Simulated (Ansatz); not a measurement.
Input and output of a one-shot G0W0 calculation on BN (R3m) from a database structure (the PAW code Ansatz, G0W0@r2SCAN with 28 empty bands, a screening cutoff of 80 eV and a 10×10×10 mesh). Cell and atoms come from a relaxation with r2SCAN+rVV10.

Input (YAML):
```yaml
crystal:
  lattice:
    - [2.4882474826, 0.0027783522, -0.2444865124]
    - [-1.23447523, 2.160423293, 0.2445306024]
    - [-0.9249799228, -0.9087833053, 3.3134102742]
  atoms:
    - { symbol: B, position: [0.9910320786, 0.9914197637, -0.006162198] }
    - { symbol: "N", position: [0.6571169214, 0.3244642363, 0.992967198] }
kpoints:
  mp_grid: { grid: [10, 10, 10] }
hamiltonian:
  xc: r2scan
scf:
  occupations: { method: fixed }
gw:
  n_empty_bands: 28
  ecut_chi: 80
  qp_bands: [v2, c2]
  qp_kpoints: band_edges
  screening: { model: contour_deformation }
```

Run as `ansatz run input.yaml --threads 2 --pin off --max-ram 3686MiB --backend cpu --events-out ev --progress --plain --runs-dir out`. Wall time 15 min on 2 threads of Arm Neoverse V2, with other jobs on the host, load about 0.4 per core; peak host memory 0.58 GiB.

**Question.** Predict the output.

**Answer.** Output, abridged:
```
Warning: 1 symmetry operations that the atoms keep within the bar at which the run's group was sought (crystal.symmetry.tolerance 1.0e-5, or twice it) were not taken beside the 1 unitary ones that the detection took (of a slab, those that keep its plane). […]
Functional definition: r2SCAN
Crystal: 2 atoms, lattice volume = 17.613 Å³
Basis set: ecut = 500 eV, 449 PW (Γ)
Bands: 8, of which v1, the nominal top of the filled ones, is band 4 counted from 1 (3 counted from 0)
Symmetry: 1 space group operations
Space group: P1 (ITA 1)
k-points: 504 of 1000 (time reversal used)
SCF converged after 7 iterations
Free energy (F): -544.120797 eV
Fermi energy:    4.766507 eV
--- Per-component energies (eV) ---
  E_band       = -22.033720
  E_kinetic    = 183.801892
  E_local      = -336.143944
  E_nonlocal   = 57.085519
  E_hartree    = 107.912001
  E_xc         = -91.071920
  E_vxc        = -126.275445
  E_paw        = -209.847340
  E_vpaw       = -23.534521
  E_vtau       = 7.209428
  E_ewald      = -255.809020
  E_core_change = -0.048007
--- G₀W₀: contour deformation, 5 samples at zero and on the imaginary axis and 3 off it, 1000 q-points, 28 empty bands' worth ---
    ik  band        ε_KS         Σx   Σc(E_QP)       V_xc       Z   E_QP_lin       E_QP  E_QP is
     0     3      3.4041   -23.7008     3.6952   -19.5190  0.8107     2.9153     2.9174  root
     0     4      3.4041   -23.7008     3.6952   -19.5190  0.8107     2.9153     2.9174  root
     0     5     10.4991    -5.1236    -3.7906    -9.2824  0.8506    10.8684    10.8674  root
     0     6     17.2411    -8.0821    -4.7752   -14.5076  0.8260    18.9190    18.8914  root
    27     3      1.3210   -23.4882     4.1029   -18.7600  0.7968     0.6914     0.6957  root
    27     4      1.9065   -19.3526     3.4010   -15.2214  0.7818     1.1684     1.1763  root
    27     5     13.2051    -7.3744    -4.3902   -12.7533  0.8101    14.2068    14.1938  root
    27     6     15.5170    -6.8243    -5.1207   -12.8994  0.7880    16.4936    16.4713  root
    35     3      1.3041   -23.4724     4.1046   -18.7398  0.7967     0.6718     0.6762  root
    35     4      2.6606   -20.1012     3.2846   -16.2081  0.7877     2.0475     2.0521  root
    35     5     13.0603    -5.1484    -4.1118    -9.7669  0.8389    13.5693    13.5670  root
    35     6     13.7357    -6.6413    -4.9685   -12.6072  0.7898    14.7527    14.7330  root
    42     3      0.6421   -23.4571     4.2572   -18.5301  0.7918    -0.0330    -0.0276  root
    42     4      2.8650   -19.3579     3.1114   -15.5917  0.7927     2.2050     2.2102  root
    42     5     10.5380    -6.6768    -3.9729   -11.4819  0.8281    11.3762    11.3702  root
    42     6     15.3134    -7.8627    -4.7029   -13.6835  0.8220    16.4457    16.4313  root
    46     3      0.5045   -23.5350     4.2975   -18.5687  0.7908    -0.1698    -0.1644  root
    46     4      4.1618   -20.3723     2.9385   -16.9840  0.8003     3.7102     3.7122  root
    46     5     10.6754    -6.3284    -4.2021   -11.3580  0.8263    11.5091    11.5029  root
    46     6     15.4185    -7.9106    -4.7748   -13.7899  0.8166    16.5384    16.5230  root
    48     3      0.4764   -23.5122     4.3019   -18.5372  0.7905    -0.2024    -0.1968  root
    48     4      3.8390   -19.9223     2.9528   -16.4514  0.7994     3.3182     3.3209  root
    48     5     10.4677    -6.6656    -4.1108   -11.6334  0.8261    11.3313    11.3248  root
    48     6     15.2070    -7.6652    -4.6552   -13.3651  0.8228    16.2638    16.2517  root
    49     3      0.4514   -23.4922     4.3058   -18.5094  0.7903    -0.2312    -0.2256  root
    49     4      3.6214   -19.7329     2.9840   -16.1903  0.7983     3.0596     3.0629  root
    49     5     10.0412    -6.5371    -3.9744   -11.3155  0.8303    10.8505    10.8451  root
    49     6     15.2501    -7.8760    -4.6742   -13.6430  0.8231    16.3560    16.3429  root
    50     3      0.4313   -23.4763     4.3090   -18.4872  0.7902    -0.2545    -0.2488  root
    50     4      3.4885   -19.6976     3.0185   -16.0990  0.7974     2.9049     2.9085  root
    50     5      9.6090    -6.2845    -3.8620   -10.8840  0.8347    10.3507    10.3465  root
    50     6     15.3002    -8.0132    -4.6827   -13.8250  0.8236    16.4431    16.4293  root
    51     3      0.4236   -23.4702     4.3102   -18.4788  0.7901    -0.2633    -0.2576  root
    51     4      3.4476   -19.7115     3.0340   -16.0917  0.7971     2.8581     2.8617  root
    51     5      9.4317    -6.1646    -3.8223   -10.6965  0.8364    10.1450    10.1412  root
    51     6     15.3116    -8.0390    -4.6794   -13.8561  0.8241    16.4632    16.4493  root
  […]
```
Only the leading digits can be foreseen; the rest is this run's record.

The points are ik 0 = (0, 0, 0) (Γ), ik 27 = (0, 0.300, 0.100), ik 35 = (0, 0.300, -0.100), ik 42 = (0, 0.400, -0.400), ik 46 = (0, -1/2, 0), ik 48 = (0, -1/2, 0.200), ik 49 = (0, -1/2, 0.300), ik 50 = (0, -1/2, 0.400), ik 51 = (0, -1/2, -1/2), ik 53 = (0.100, 0, 0.100), ik 57 = (0.100, 0, -1/2), ik 60 = (0.100, 0, -0.200); band 4 is the last filled one.

Over the mesh points the r2SCAN gap of 4.65 eV becomes a quasiparticle gap of 5.71 eV (k = (0.300, 0.400, 0) to k = (-1/2, -1/2, -1/2)), a change of +1.06 eV. Renormalisation factors Z lie between 0.73 and 0.85. G0W0 here is at a finite number of bands, screening cutoff and k mesh, not at the basis limit.

The values are computed, spin-unpolarised, and not measurements.
